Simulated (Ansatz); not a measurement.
Set up this calculation in Ansatz 0.2.0, as the native input.

```yaml
Task: relaxation of cell and atoms
Functional: PBEsol
Potentials_or_basis: Ansatz PAW
Cutoff: "420 eV (not typed: the program's choice for these potentials)"
k_mesh: 13 × 12 × 13
Occupations: fermi-dirac, width 0.05 eV
Spin: no spin polarisation
Target_pressure: 10 GPa
Target_pressure_GPa: 10
```

Cu:

```
Cu
1.0
    -0.00443    1.78843    1.83853
     1.82291   -0.01749    1.85160
     1.78282    1.76140    0.02260
Cu
1
Direct
  0.00000 0.00000 0.00000
```

The cell isn't the ideal one: cell sheared at random, sigma 0.01, atoms nudged by 0.01 Å.

The input as run:

input.yaml

```yaml
crystal:
  lattice:
    - [-0.00442558, 1.78843077, 1.83853466]
    - [1.82290694, -0.01748676, 1.85159583]
    - [1.78281821, 1.76140322, 0.02260197]
  atoms:
    - { symbol: Cu, position: [0.0, 0.0, 0.0] }
hamiltonian:
  xc: pbesol
  pseudopotentials: { kind: paw }
kpoints:
  mp_grid: { grid: [13, 12, 13] }
scf:
  occupations: { method: fermi_dirac, width: 0.05 }
output:
  forces: true
  stress: true
  eigenvalues: true
relax:
  f_tol: 0.01
  max_steps: 40
  cell: { stress_tol: 0.05, p_target: 10.0 }
```

Potentials or basis: Ansatz PAW.

Run with:

```sh
$ ansatz run input.yaml --threads 2 --pin off --max-ram 5632MiB --backend cpu --events-out ev --progress --plain --runs-dir out
```

It gave:

```
Relaxed volume                                         : 10.74 Å³/atom
Relaxed cell                                           : a = 2.471 Å, b = 2.486 Å, c = 2.471 Å, α = 60.03°, β = 59.99°, γ = 60.03°
Space group after relaxing (to 0.05 Å)                 : Fm-3m (No. 225)
Energy change on relaxing (the enthalpy is what falls) : +3.5 meV/atom
Ionic steps                                            : 7
Pressure after relaxing                                : 10.0 GPa
Band gap on the k mesh                                 : none (metal or under the smearing width)
```

Caveat: the plane-wave basis is chosen anew once the cell has moved, so the energies of steps on either side of that aren't comparable; the PAW data sets come from PBE, with cores solved anew for the run's functional, which leaves a small shift of forces and pressure.

Run time: 35 s on 2 threads of Arm Neoverse V2, with other jobs on the host, peak memory 0.47 GiB.
